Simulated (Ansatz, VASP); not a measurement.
**Two plane-wave programs on CdS (Greenockite)**

```
Cd S
1.0
     4.15000    0.00000    0.00000
    -2.07500    3.59401    0.00000
     0.00000    0.00000    6.73700
Cd S
2 2
Cartesian
  2.0750 1.1980 3.3685
  0.0000 2.3960 0.0000
  2.0750 1.1980 5.8949
  0.0000 2.3960 2.5264
```

Alike in both runs: task relaxation of cell and atoms; functional PBEsol; k mesh 7 × 7 × 4; occupations fermi-dirac, width 0.05 eV; no spin polarisation.

```csv
,VASP,Ansatz
version,VASP 6.6.1,Ansatz 0.2.0
potentials or method,"VASP PAW PBE potentials, release 64 (Cd, S)",Ansatz PAW
plane-wave cutoff (eV),600,420
valence electrons in the cell,36,52
```

Ansatz gave:

```
gap on the k mesh at the Fermi level, each at its own relaxed structure (eV) : 1.09
relaxed volume (Å³/atom)                                                     : 24.70
relaxed cell length with the largest relative difference (Å)                 : 4.123
energy change over the relaxation (meV/atom)                                 : -2
```

Q: Estimate VASP's values.

A: gap on the k mesh at the Fermi level, each at its own relaxed structure (eV): 1.08; relaxed volume (Å³/atom): 24.85; relaxed cell length with the largest relative difference (Å): 4.132; energy change over the relaxation (meV/atom): -1.

The two sets of potentials don't hold the same shells in valence.

Caveats: the PAW data sets were made with another functional, which shifts forces and pressure a little (VASP); odd divisions of the mesh miss points on the zone boundary, where band edges often lie, so the gap on the mesh can be too wide (Ansatz); the plane-wave basis is chosen anew once the cell has moved, so the energies of steps on either side of that aren't comparable (Ansatz); the PAW data sets come from PBE, with cores solved anew for the run's functional, which leaves a small shift of forces and pressure (Ansatz). A hybrid or GW would open this gap; PBEsol tends to underestimate it.
